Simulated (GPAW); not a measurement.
# MoS2 (P6_3/mmc) in GPAW: notebook

One crystal, MoS2, is run at these levels: PBE+U, PBE; tasks: dielectric tensor.

All numbers are computed with GPAW 26.7.0; they aren't measurements. Logs are shortened: lines on timing, memory, paths and dates and some standing lists are left out, and cuts for length are marked. The log counts tension as positive stress, the text compression.

**Measured values to compare with.**

“Multiwavelength excitation Raman Scattering Analysis of bulk and 2 dimensional MoS2: Vibrational properties of atomically thin MoS2 layers”, 2015, arxiv:1506.03228 reports, for a bulk crystal of MoS2 at 300 K: band gap 1.3 eV (indirect).

How close the calculation comes is told below.

## 1. The structure

The structure is hexagonal, space group P6_3/mmc (No. 194). The conventional cell has a = 3.169 Å, b = 3.169 Å, c = 12.324 Å, α = 90.00°, β = 90.00°, γ = 120.00°. Mo (site symmetry -6m2) is surrounded by 6 S at 2.41 Å. S (site symmetry 3m) is surrounded by 3 Mo at 2.41 Å.

## 2. Dielectric tensor, PBE+U

Input file run.py:

```python
import numpy as np
from ase import Atoms
from ase.dft.bandgap import bandgap
from ase.io import write
from gpaw import GPAW, PW
from gpaw.response.df import DielectricFunction

atoms = Atoms(['Mo', 'Mo', 'S', 'S', 'S', 'S'],
              cell=[[3.169, 0.0, 0.0],
                    [-1.5845, 2.7444345046, 0.0],
                    [0.0, 0.0, 12.324]],
              scaled_positions=[[0.6666666667, 0.3333333333, 0.75],
                                [0.3333333333, 0.6666666667, 0.25],
                                [0.6666666667, 0.3333333333, 0.377],
                                [0.3333333333, 0.6666666667, 0.877],
                                [0.6666666667, 0.3333333333, 0.123],
                                [0.3333333333, 0.6666666667, 0.623]],
              pbc=True)

calc = GPAW(mode=PW(450),
            xc='PBE',
            kpts={'size': (8, 8, 2), 'gamma': True},
            occupations={'name': 'fermi-dirac', 'width': 0.001},
            setups={'Mo': ':d,6.0'},
            nbands=46,
            convergence={'density': 1e-06},
            maxiter=150,
            txt='gpaw.txt')
atoms.calc = calc
energy = atoms.get_potential_energy()
calc.write('gs.gpw')
write('result.traj', atoms)
print(f'Energy: {energy:.6f} eV')
print('Fermi level:', round(calc.get_fermi_level(), 4), 'eV')
print(f'Gap: {bandgap(calc)[0]:.4f} eV, direct: {bandgap(calc, direct=True)[0]:.4f} eV')

for size in [(12, 12, 3)]:
    name = 'x'.join(str(n) for n in size)
    dense = calc.fixed_density(kpts={'size': size, 'gamma': True},
                               nbands=80, convergence={'bands': 74, 'eigenstates': 1e-7},
                               update_fermi_level=True, txt=f'dense-{name}.txt')
    dense.write(f'{name}.gpw', mode='all')
    df = DielectricFunction(f'{name}.gpw', frequencies=np.array([0.0]), hilbert=False, eta=0.001,
                            ecut=80, nbands=74, intraband=False, txt=f'df-{name}.txt')
    for xc in ['RPA']:
        for direction in ['x', 'y', 'z', [0, 1, 1], [1, 0, 1], [1, 1, 0]]:
            e0, e = df.get_macroscopic_dielectric_constant(xc=xc, direction=direction)
            print(f'{name} {xc} {direction}: {e0:.4f} without, {e:.4f} with local fields')
```

Potentials or basis: GPAW PAW data sets (gpaw-data 1.2.1), pw.

Run with:

```bash
OMP_NUM_THREADS=1 python run.py
```

gpaw.txt:

```text
__  _  _
 | _ |_)|_||  |
 |__||  | ||/\| - 26.7.0

Input parameters:
  mode=PW(ecut=450.00000000000006),
  convergence={'density': 1e-06},
  kpts=MonkhorstPack(size=(8, 8, 2), gamma=True),
  maxiter=150,
  nbands=46,
  occupations=Occupations(name='fermi-dirac', width=0.001),
  setups={'Mo': ':d,6.0'},
  xc=XC(name='PBE')

Diagonalizing LCAO Hamiltonian
Converting LCAO to pw mode

        S

           Mo
        S

           S
        Mo

           S

Atoms  # Å, Bohr magnetons
|   | symbol |         x |        y |         z |    initial magnetic moments |
|---|--------|-----------|----------|-----------|-----------------------------|
| 0 |     Mo |  1.584500 | 0.914812 |  9.243000 | ( 0.0000,  0.0000,  0.0000) |
| 1 |     Mo | -0.000000 | 1.829623 |  3.081000 | ( 0.0000,  0.0000,  0.0000) |
| 2 |      S |  1.584500 | 0.914812 |  4.646148 | ( 0.0000,  0.0000,  0.0000) |
| 3 |      S | -0.000000 | 1.829623 | 10.808148 | ( 0.0000,  0.0000,  0.0000) |
| 4 |      S |  1.584500 | 0.914812 |  1.515852 | ( 0.0000,  0.0000,  0.0000) |
| 5 |      S | -0.000000 | 1.829623 |  7.677852 | ( 0.0000,  0.0000,  0.0000) |

Unit cell  # Å
| periodic |         x |        y |         z |   lengths |     angles |
|----------|-----------|----------|-----------|-----------|------------|
|      yes |  3.169000 | 0.000000 |  0.000000 |  3.169000 |  90.000000 |
|      yes | -1.584500 | 2.744435 |  0.000000 |  3.169000 |  90.000000 |
|      yes |  0.000000 | 0.000000 | 12.324000 | 12.324000 | 120.000000 |

Number of symmetries: 12
Symmetry operations  # r_c * U_cc + t_c -> r_c
|    | kind |            matrix            |
|----|------|------------------------------|
|  0 |  σ   |  1, 1, 0,  0,-1, 0,  0, 0, 1 |
|  1 |  S6  |  1, 1, 0, -1, 0, 0,  0, 0,-1 |
|  2 |  E   |  1, 0, 0,  0, 1, 0,  0, 0, 1 |
|  3 |  C2  |  1, 0, 0, -1,-1, 0,  0, 0,-1 |
|  4 |  C2  |  0, 1, 0,  1, 0, 0,  0, 0,-1 |
|  5 |  C3  |  0, 1, 0, -1,-1, 0,  0, 0, 1 |
|  6 |  S6  |  0,-1, 0,  1, 1, 0,  0, 0,-1 |
|  7 |  σ   |  0,-1, 0, -1, 0, 0,  0, 0, 1 |
|  8 |  σ   | -1, 0, 0,  1, 1, 0,  0, 0, 1 |
|  9 |  i   | -1, 0, 0,  0,-1, 0,  0, 0,-1 |
| 10 |  C3  | -1,-1, 0,  1, 0, 0,  0, 0, 1 |
| 11 |  C2  | -1,-1, 0,  0, 1, 0,  0, 0,-1 |

BZ-sampling:
  Number of BZ points: 128
  Number of IBZ points: 20

  Monkhorst-Pack size: [8, 8, 2]
  Monkhorst-Pack shift: [0.0625, 0.0625, 0.25]

K-points  # in reciprocal-cell coordinates
|     |                                coordinates |     weight |
|-----|--------------------------------------------|------------|
|   0 | (  0.00000000,   0.00000000,   0.00000000) | 0.00781250 |
|   1 | (  0.00000000,   0.00000000,   0.50000000) | 0.00781250 |
|   2 | (  0.12500000,   0.00000000,   0.00000000) | 0.04687500 |
|   3 | (  0.12500000,   0.00000000,   0.50000000) | 0.04687500 |
|   4 | (  0.25000000,  -0.12500000,   0.00000000) | 0.04687500 |
|   5 | (  0.25000000,  -0.12500000,   0.50000000) | 0.04687500 |
|   6 | (  0.25000000,   0.00000000,   0.00000000) | 0.04687500 |
|   7 | (  0.25000000,   0.00000000,   0.50000000) | 0.04687500 |
|   8 | (  0.37500000,  -0.12500000,   0.00000000) | 0.09375000 |
|   9 | (  0.37500000,  -0.12500000,   0.50000000) | 0.09375000 |
| ... |                                            |            |
|  19 | (  0.50000000,   0.50000000,   0.50000000) | 0.02343750 |

Plane wave coefficients: 2382
Cutoff: 450.00000000000006 eV

Spin-components: 1 (collinear spins)
Bands:           46
Projectors:      32
Spin-degeneracy: 2
Datatype:        complex128

Parallelization:
  kpt:    1
  domain: 1
  band:   1

Density:
  Valence electrons: 52.0
  Components: 1
  Grid points: [16 16 63]
  Charge: 0.0  # |e|

Potential:
  Grid points: [16 16 63]

species:
  Mo:
    name:    Molybdenum
    Z:       42.0
    valence: 14
    core:    28
    charge:  0.0  # [|e|]
    Hubbard: {U: 6.0,  # eV
              l: 2,
              scale: True}
    compensation charges:
      type: gauss
      rc: 0.38  # [Å]
      lmax: 2
    cutoffs:
      filter: 2.16  # [Å]
      core: 1.42  # [Å]
    projectors
    | kind |    occ | energy [eV] | rcut [Å] |
    |------|--------|-------------|----------|
    |   4s |  2.000 |     -64.307 |    1.238 |
    |   5s |  1.000 |      -4.084 |    1.238 |
    |   4p |  6.000 |     -38.491 |    1.296 |
    |   5p |  0.000 |      -1.044 |    1.296 |
    |   4d |  5.000 |      -3.754 |    1.296 |
    |    d |        |      23.458 |    1.296 |

    Using partial waves for Mo as LCAO basis

  S:
    name:    Sulfur
    Z:       16.0
    valence: 6
    core:    10
    charge:  0.0  # [|e|]
    compensation charges:
      type: gauss
      rc: 0.24  # [Å]
      lmax: 2
    cutoffs:
      filter: 1.77  # [Å]
      core: 1.66  # [Å]
    projectors
    | kind |    occ | energy [eV] | rcut [Å] |
    |------|--------|-------------|----------|
    |   3s |  2.000 |     -17.254 |    0.974 |
    |   3p |  4.000 |      -7.008 |    0.979 |
    |    s |        |       9.957 |    0.974 |
    |    p |        |      20.203 |    0.979 |
    |    d |        |       0.000 |    0.900 |

    Using partial waves for S as LCAO basis

Reference energy: -263698.624853  # eV

eigensolver:
  PPCG
  Converge bands: occupied
  niter=2

density mixing:
  MSR1-Mixer
  Pratt-step length: 0.05
  Maximum mixing coefficient: 0.75
  Old densities: 10
  SVD Regularization: 0.005
  Good broyden scale: 1.0
  Trust region scale: 1.0
  Backstep threshold: 4.0
  History deletion threshold: 6.0
  Fourier metric: weight=20.0, sigma=0.015

occupation numbers:
  Fermi-Dirac:
    width: 0.0010  # eV

poisson solver:
  ecut: 3600.0000000000005  # eV

xc functional:
  name: PBE with 2 nearest neighbor stencil

convergence criteria:
- Maximum integral of absolute [dens]ity change: 1e-06 electrons / valence electron
- Maximum [total energy] change in last 3 cyles: 0.0005 eV / valence electron
- Maximum integral of absolute [eigenst]ate change: 4e-08 eV^2 / valence electron
maximum number of iterations: 150

SCF iterations
|iter     | |      energy | eigst |  dens |
|---------|-|-------------|-------|-------|
|iter:   1| |  -32.141019 | +0.50 |       |
|iter:   2| |  -31.368117 | -1.17 | -0.98 |
|iter:   3| |  -29.322574 | -1.11 | -1.05 |
|iter:   4| |  -29.182810 | -1.87 | -1.44 |
|iter:   5| |  -29.196364 | -2.59 | -1.76 |
|iter:   6| |  -29.219058 | -3.02 | -2.04 |
|iter:   7| |  -29.217939c| -3.89 | -2.43 |
|iter:   8| |  -29.234173c| -3.71 | -2.71 |
|iter:   9| |  -29.304553 | -2.07 | -2.77 |
|iter:  10| |  -29.358730 | -1.98 | -2.33 |
|iter:  11| |  -29.324931 | -2.14 | -2.36 |
|iter:  12| |  -29.335456 | -4.01 | -2.65 |
|iter:  13| |  -29.353963 | -3.47 | -2.71 |
|iter:  14| |  -29.392180 | -2.03 | -2.76 |
|iter:  15| |  -29.398342 | -3.62 | -2.79 |
|iter:  16| |  -29.398442c| -5.10 | -3.27 |
|iter:  17| |  -29.397232c| -3.81 | -3.41 |
|iter:  18| |  -29.398491c| -3.77 | -3.36 |
|iter:  19| |  -29.398590c| -5.48 | -3.74 |
|iter:  20| |  -29.398592c| -6.72 | -4.48 |
|iter:  21| |  -29.398593c| -8.04c| -4.87 |
|iter:  22| |  -29.398593c| -8.14c| -5.19 |
|iter:  23| |  -29.398593c| -8.23c| -5.50 |
|iter:  24| |  -29.398593c| -9.48c| -5.84 |
|iter:  25| |  -29.398593c| -9.97c| -6.55c|

Converged in 25 steps
Energy contributions relative to reference atoms: (reference = -263698.624853)

Energy contributions:
  Kinetic:          18.132655
  Coulomb:         -25.289175
  Zero:             -0.564569
  External:          0.000000
  Xc:              -21.677503
  Entropy:          -0.000000
  Spinorbit:         0.000000
  ----------------------------
  Free energy:     -29.398593
  Extrapolated:    -29.398593

dipole moment: (0.000001, 0.000002, 0.000007)  # |e|*Ang

Fermi level: 7.895
Eigenvalues  # (at kpt = [0.000, 0.000, 0.000])
| band index |      eig [eV] | occ [0-2] |
|------------|---------------|-----------|
|          0 |       -53.475 |     2.000 |
|        ... |               |           |
|         18 |         5.350 |     2.000 |
|         19 |         5.395 |     2.000 |
|         20 |         6.437 |     2.000 |
|         21 |         6.437 |     2.000 |
|         22 |         6.491 |     2.000 |
|         23 |         6.491 |     2.000 |
[... 8 lines left out ...]
|         32 |        10.936 |     0.000 |
|         33 |        10.936 |     0.000 |
|        ... |               |           |
|         45 |        20.478 |     0.000 |

Gap: 0.930 eV
Transition (v -> c):
  (s=0, k=2, n=25, [0.12, 0.00, 0.00]) -> (s=0, k=12, n=26, [0.38, 0.38, 0.00])
Direct/indirect transitions are different
Direct gap: 1.315 eV
Transition at: (s=0, k=12, n=25, [0.38, 0.38, 0.00])
# Writing to gs.gpw (mode='')
```

df-12x12x3.txt:

```text
FrequencyGridDescriptor(from 0.000 to 0.000 eV, 1 points)
FrequencyGridDescriptor(from 0.000 to 0.000 eV, 1 points)

Calculating chi0 body with:
    Ground state adapter containing:
    Number of spins: 1
    Number of kpoints: 432
    Number of irreducible kpoints: 50
    Number of completely occupied states: 26
    Number of partially occupied states: 26

    Linear response parametrization:
    q_c: [0.0, 0.0, 0.0]
    Number of frequency points: 1
    Planewave cutoff: 80.0
    Number of bands: 74
    Number of planewaves: 167
    Broadening (eta): 0.001

Integrating chi0 body.

Symmetries of q_c:
    Direct symmetries (Uq -> q): 12
    Indirect symmetries (TUq -> q): 0
In total 12 allowed symmetries.

Integral kind: response function

Calculating chi0 optical extensions with:
    Ground state adapter containing:
    Number of spins: 1
    Number of kpoints: 432
    Number of irreducible kpoints: 50
    Number of completely occupied states: 26
    Number of partially occupied states: 26

    Linear response parametrization:
    Number of frequency points: 1
    Planewave cutoff: 80.0
    Number of bands: 74
    Number of planewaves: 167
    Broadening (eta): 0.001
Integrating chi0 head and wings.

Symmetries of q_c:
    Direct symmetries (Uq -> q): 12
    Indirect symmetries (TUq -> q): 0
In total 12 allowed symmetries.

Integral kind: response function wings

Finished calculating chi0
```

It took 5.6 min on 1 thread of Arm Neoverse V2, shared host; peak memory 0.56 GiB.

What came out:

- Free energy: -29.3986 eV
- Band gap on the k mesh: 0.93 eV, indirect (least direct gap 1.31 eV)
- Electronic dielectric tensor (diagonal): 13.35, 13.35, 6.14

Electronic dielectric tensor:
```
13.35  0.00  0.00
 0.00 13.35  0.00
 0.00  0.00  6.14
```

Caveat: the long-wavelength limit can be off by several per cent where d states take part; response on these states lacks terms of the Hamiltonian; an odd mesh through Γ misses points on the zone boundary, where band edges often lie.

## 3. Dielectric tensor, PBE

Changes to run.py since step 2:

```diff
@@ -23,3 +23,2 @@
             occupations={'name': 'fermi-dirac', 'width': 0.001},
-            setups={'Mo': ':d,6.0'},
             nbands=46,
@@ -36,3 +35,3 @@
 
-for size in [(12, 12, 3)]:
+for size in [(12, 12, 3), (17, 17, 4)]:
     name = 'x'.join(str(n) for n in size)
@@ -44,3 +43,3 @@
                             ecut=80, nbands=74, intraband=False, txt=f'df-{name}.txt')
-    for xc in ['RPA']:
+    for xc in ['RPA', 'Bootstrap', 'LR0.2']:
         for direction in ['x', 'y', 'z', [0, 1, 1], [1, 0, 1], [1, 1, 0]]:
```

Potentials or basis: GPAW PAW data sets (gpaw-data 1.2.1), pw.

Run with:

```bash
OMP_NUM_THREADS=1 python run.py
```

gpaw.txt:

```text
__  _  _
 | _ |_)|_||  |
 |__||  | ||/\| - 26.7.0

Input parameters:
  mode=PW(ecut=450.00000000000006),
  convergence={'density': 1e-06},
  kpts=MonkhorstPack(size=(8, 8, 2), gamma=True),
  maxiter=150,
  nbands=46,
  occupations=Occupations(name='fermi-dirac', width=0.001),
  xc=XC(name='PBE')

Diagonalizing LCAO Hamiltonian
Converting LCAO to pw mode

        S

           Mo
        S

           S
        Mo

           S

Atoms  # Å, Bohr magnetons
|   | symbol |         x |        y |         z |    initial magnetic moments |
|---|--------|-----------|----------|-----------|-----------------------------|
| 0 |     Mo |  1.584500 | 0.914812 |  9.243000 | ( 0.0000,  0.0000,  0.0000) |
| 1 |     Mo | -0.000000 | 1.829623 |  3.081000 | ( 0.0000,  0.0000,  0.0000) |
| 2 |      S |  1.584500 | 0.914812 |  4.646148 | ( 0.0000,  0.0000,  0.0000) |
| 3 |      S | -0.000000 | 1.829623 | 10.808148 | ( 0.0000,  0.0000,  0.0000) |
| 4 |      S |  1.584500 | 0.914812 |  1.515852 | ( 0.0000,  0.0000,  0.0000) |
| 5 |      S | -0.000000 | 1.829623 |  7.677852 | ( 0.0000,  0.0000,  0.0000) |

Unit cell  # Å
| periodic |         x |        y |         z |   lengths |     angles |
|----------|-----------|----------|-----------|-----------|------------|
|      yes |  3.169000 | 0.000000 |  0.000000 |  3.169000 |  90.000000 |
|      yes | -1.584500 | 2.744435 |  0.000000 |  3.169000 |  90.000000 |
|      yes |  0.000000 | 0.000000 | 12.324000 | 12.324000 | 120.000000 |

[... 129 lines left out ...]
  History deletion threshold: 6.0
  Fourier metric: weight=20.0, sigma=0.015

occupation numbers:
  Fermi-Dirac:
    width: 0.0010  # eV

poisson solver:
  ecut: 3600.0000000000005  # eV

xc functional:
  name: PBE with 2 nearest neighbor stencil

convergence criteria:
- Maximum integral of absolute [dens]ity change: 1e-06 electrons / valence electron
- Maximum [total energy] change in last 3 cyles: 0.0005 eV / valence electron
- Maximum integral of absolute [eigenst]ate change: 4e-08 eV^2 / valence electron
maximum number of iterations: 150

SCF iterations
|iter     | |      energy | eigst |  dens |
|---------|-|-------------|-------|-------|
|iter:   1| |  -47.141019 | +0.50 |       |
|iter:   2| |  -46.287033 | -1.16 | -0.98 |
|iter:   3| |  -44.237378 | -1.13 | -1.05 |
|iter:   4| |  -44.121733 | -1.97 | -1.46 |
|iter:   5| |  -44.123697 | -2.58 | -1.77 |
|iter:   6| |  -44.116753c| -3.08 | -2.04 |
|iter:   7| |  -44.111567c| -4.05 | -2.53 |
|iter:   8| |  -44.111469c| -5.31 | -3.06 |
|iter:   9| |  -44.111478c| -6.23 | -3.56 |
|iter:  10| |  -44.111478c| -7.59c| -4.39 |
|iter:  11| |  -44.111478c| -8.10c| -4.96 |
|iter:  12| |  -44.111478c| -8.63c| -5.59 |
|iter:  13| |  -44.111478c| -9.16c| -6.12c|

Converged in 13 steps
Energy contributions relative to reference atoms: (reference = -263698.624853)

Energy contributions:
  Kinetic:          -1.076006
  Coulomb:         -11.072684
  Zero:             -0.354549
  External:          0.000000
  Xc:              -31.608239
  Entropy:          -0.000000
  Spinorbit:         0.000000
  ----------------------------
  Free energy:     -44.111478
  Extrapolated:    -44.111478

dipole moment: (0.000001, 0.000002, 0.000007)  # |e|*Ang

Fermi level: 9.076
Eigenvalues  # (at kpt = [0.000, 0.000, 0.000])
| band index |      eig [eV] | occ [0-2] |
|------------|---------------|-----------|
|          0 |       -53.402 |     2.000 |
|        ... |               |           |
|         18 |         4.937 |     2.000 |
|         19 |         6.019 |     2.000 |
|         20 |         6.019 |     2.000 |
|         21 |         6.065 |     2.000 |
|         22 |         6.065 |     2.000 |
|         23 |         6.993 |     2.000 |
[... 8 lines left out ...]
|         32 |        10.600 |     0.000 |
|         33 |        10.600 |     0.000 |
|        ... |               |           |
|         45 |        20.563 |     0.000 |

Gap: 0.973 eV
Transition (v -> c):
  (s=0, k=0, n=25, [0.00, 0.00, 0.00]) -> (s=0, k=8, n=26, [0.38, -0.12, 0.00])
Direct/indirect transitions are different
Direct gap: 1.911 eV
Transition at: (s=0, k=12, n=25, [0.38, 0.38, 0.00])
# Writing to gs.gpw (mode='')
```

It took 17 min on 1 thread of Arm Neoverse V2, shared host; peak memory 1.1 GiB.

What came out:

| Property | Result |
| --- | --- |
| Free energy | -44.1115 eV |
| Band gap on the k mesh | 0.97 eV, indirect (least direct gap 1.91 eV) |
| Electronic dielectric tensor (diagonal) | 13.57, 13.57, 5.87 |

Electronic dielectric tensor:
```
13.57  0.00  0.00
 0.00 13.57  0.00
 0.00  0.00  5.87
```

Caveat: the long-wavelength limit can be off by several per cent where d states take part; an odd mesh through Γ misses points on the zone boundary, where band edges often lie.

## 4. Comparison with measurements

Step 2. Measured gap of MoS2: 1.3 eV (indirect; 300 K; “Multiwavelength excitation Raman Scattering Analysis of bulk and 2 dimensional MoS2: Vibrational properties of atomically thin MoS2 layers”, 2015, arxiv:1506.03228). This calculation gives 0.93 eV (-0.37 eV). Spin-orbit coupling on Mo is left out. The value is that of PBE+U on a finite k mesh, which can miss the band edges, without temperature or zero-point motion.

Step 3. A measured gap of MoS2 is 1.3 eV (indirect; 300 K; “Multiwavelength excitation Raman Scattering Analysis of bulk and 2 dimensional MoS2: Vibrational properties of atomically thin MoS2 layers”, 2015, arxiv:1506.03228); the calculated 0.97 eV misses it by -0.33 eV. Spin-orbit coupling on Mo is left out. The value is that of PBE on a finite k mesh, which can miss the band edges, without temperature or zero-point motion. Semilocal functionals fall short of measured gaps as a rule.
